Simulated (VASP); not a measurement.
Input of a VASP 6.6.1 run:

The input INCAR:

```
PREC = Accurate
ENCUT = 600
EDIFF = 1E-6
ISMEAR = 0
SIGMA = 0.03
LREAL = F
LASPH = T
NELM = 80
ALGO = Normal
ISIF = 3
LWAVE = F
LCHARG = F
GGA = CA
IBRION = 2
NSW = 90
EDIFFG = -0.01
LATTICE_CONSTRAINTS = .TRUE. .TRUE. .FALSE.
KPAR = 2
```

KPOINTS

```
Automatic mesh
0
Gamma
  9 9 1
```

The input POSCAR:

```
ZrSe2
1.0
    3.7980000000      0.0000000000      0.0000000000
   -1.8990000000      3.2891644800      0.0000000000
    0.0000000000      0.0000000000     33.4800000000
Se Zr
6 3
Direct
    0.6666666700      0.3333333300      0.2688172000
    0.3333333300      0.6666666700      0.3612903200
    0.6666666700      0.3333333300      0.4537634400
    0.3333333300      0.6666666700      0.5462365600
    0.6666666700      0.3333333300      0.6387096800
    0.3333333300      0.6666666700      0.7311828000
    0.0000000000      0.0000000000      0.3150537600
    0.0000000000      0.0000000000      0.5000000000
    0.0000000000      0.0000000000      0.6849462400
```

Potentials or basis: VASP PAW LDA potentials, release 64 (Se, Zr_sv).

Run with:

```console
$ cat potpaw_LDA.64/Se/POTCAR potpaw_LDA.64/Zr_sv/POTCAR > POTCAR
$ mpirun -np 2 vasp_std > vasp.out
```

**Question.** Estimate the space group after relaxing (to 0.05 Å).

**Answer.** P-3m1 (No. 164).

**Question.** What does it give for the relaxed volume?

**Answer.** 44.21 Å³/atom.

Final structure:
```
CELL_PARAMETERS angstrom
3.70426 0.00000 0.00000
-1.85213 3.20798 0.00000
0.00000 0.00000 33.48000
ATOMIC_POSITIONS crystal
Se 0.66667 0.33333 0.27491
Se 0.33333 0.66667 0.36918
Se 0.66667 0.33333 0.45276
Se 0.33333 0.66667 0.54724
Se 0.66667 0.33333 0.63082
Se 0.33333 0.66667 0.72509
Zr 0.00000 0.00000 0.32193
Zr 0.00000 0.00000 0.50000
Zr 0.00000 0.00000 0.67807
```

Caveat: volumes and pressures include the vacuum. LDA usually gives volumes a few per cent too small.
